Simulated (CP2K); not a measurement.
Runs of CP2K 2026.2 on MnS. Symmetry: P6_3mc, No. 186, hexagonal system. Conventional cell: a = 3.954 Å, b = 3.954 Å, c = 6.343 Å, α = 90.00°, β = 90.00°, γ = 120.00°. Mn (site symmetry 3m) has 4 S at 2.36 to 2.42 Å as nearest neighbours. S (site symmetry 3m) is surrounded by 4 Mn at 2.36 to 2.42 Å. The cell is a database's computed one.

```tsv
level	potentials or basis	smearing	EPS_DEFAULT	points a segment of the path (NPOINTS)	bands added on the path	MPI ranks	CUTOFF of the grids	pressure (GPa)	moment (μB)	largest force (eV/Å)
r2SCAN	POTENTIAL_UZH Mn GTH-SCAN-q15, S GTH-SCAN-q6; TZVP-MOLOPT-SR-GTH, TZVP-MOLOPT-SCAN-GTH basis	fermi-dirac 0.01 eV	1.0E-9	6	2	4	750 Ry	4.2	10.00	-
SCAN	POTENTIAL_UZH Mn GTH-SCAN-q15, S GTH-SCAN-q6; TZVP-MOLOPT-SR-GTH, TZVP-MOLOPT-SCAN-GTH basis	fermi-dirac 0.05 eV	1.0E-10	10	4	3	750 Ry	3.9	10.00	-
TASK	POTENTIAL_UZH Mn GTH-SCAN-q15, S GTH-SCAN-q6; TZVP-MOLOPT-SR-GTH, TZVP-MOLOPT-SCAN-GTH basis	fermi-dirac 0.1 eV	1.0E-10	6	2	3	750 Ry	10.8	10.00	0.35
LDA	GTH_POTENTIALS Mn GTH-PADE-q15, S GTH-PADE-q6; TZVP-MOLOPT-SR-GTH, TZVP-MOLOPT-PBE-GTH basis	fermi-dirac 0.1 eV	1.0E-9	10	4	4	500 Ry	-3.0	(b)	(a)
```

Alike in all rows: task band structure; spin collinear, ferromagnetic start; cell as given; k mesh 8 × 8 × 4.

Problem. Estimate the missing entries.

Solution. (a) 0.27; (b) 9.78.

Caveats: the basis of atomic orbitals isn't converged, which shifts pressures, moduli and gaps; only a ferromagnetic start was run, and an antiferromagnetic order may lie lower in energy; the forces don't sum to zero, a sign of grid noise (some runs); the potentials were made for another functional, which shifts forces and pressure (some runs).

Not every run made on this cell is shown here.
